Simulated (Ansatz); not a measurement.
The system is Si2Mo.

```
Mo Si
1.0
     4.58547    0.00000    0.00000
    -2.29274    3.97113    0.00000
     0.00000    0.00000    6.57976
Mo Si
3 6
Direct
  0.50000 0.50000 0.83333
  0.00000 0.50000 0.16667
  0.50000 0.00000 0.50000
  0.16387 0.32775 0.50000
  0.67225 0.83613 0.16667
  0.83613 0.16387 0.83333
  0.83613 0.67225 0.50000
  0.32775 0.16387 0.16667
  0.16387 0.83613 0.83333
```

Measurements of this composition are mostly on another form, of space group No. 139.

| Quantity | Value |
| --- | --- |
| Program | Ansatz 0.2.0 |
| Task | relaxation of cell and atoms |
| Functional | PBEsol |
| Dispersion | D4 |
| Potentials or basis | Ansatz PAW |
| Cutoff | 420 eV (not typed: the program's choice for these potentials) |
| k mesh | 7 × 7 × 4 |
| Occupations | fermi-dirac, width 0.05 eV |
| Spin | no spin polarisation |

At the start: volume 13.31 Å³/atom.

Problem. Where does the relaxation end?

Solution. It ends after 5 steps and the volume is 13.01 Å³/atom (-2.3 %); space group P6_222 (No. 180, to 0.05 Å).

Step by step:
```
step  energy change (eV)  largest force (eV/Å)  volume (Å³)
   1              0.0000                0.0428       119.81
   2             -0.0410                0.0426       116.28
   3             -0.0451                0.0047       117.12
   4             -0.0451                0.0015       117.08
   5             -0.0445                0.0015       117.08
```

Final structure:
```yaml
crystal:
  lattice:
    - [4.54835, 0.00000, 0.00000]
    - [-2.27417, 3.93898, 0.00000]
    - [0.00000, 0.00000, 6.53512]
  atoms:
    - { symbol: Mo, position: [0.50000, 0.50000, 0.83333] }
    - { symbol: Mo, position: [0.00000, 0.50000, 0.16667] }
    - { symbol: Mo, position: [0.50000, 0.00000, 0.50000] }
    - { symbol: Si, position: [0.16415, 0.32831, 0.50000] }
    - { symbol: Si, position: [0.67169, 0.83585, 0.16667] }
    - { symbol: Si, position: [0.83585, 0.16415, 0.83333] }
    - { symbol: Si, position: [0.83585, 0.67169, 0.50000] }
    - { symbol: Si, position: [0.32831, 0.16415, 0.16667] }
    - { symbol: Si, position: [0.16415, 0.83585, 0.83333] }
```

Caveat: the plane-wave basis is chosen anew once the cell has moved, so the energies of steps on either side of that aren't comparable; the PAW data sets come from PBE, with cores solved anew for the run's functional, which leaves a small shift of forces and pressure.
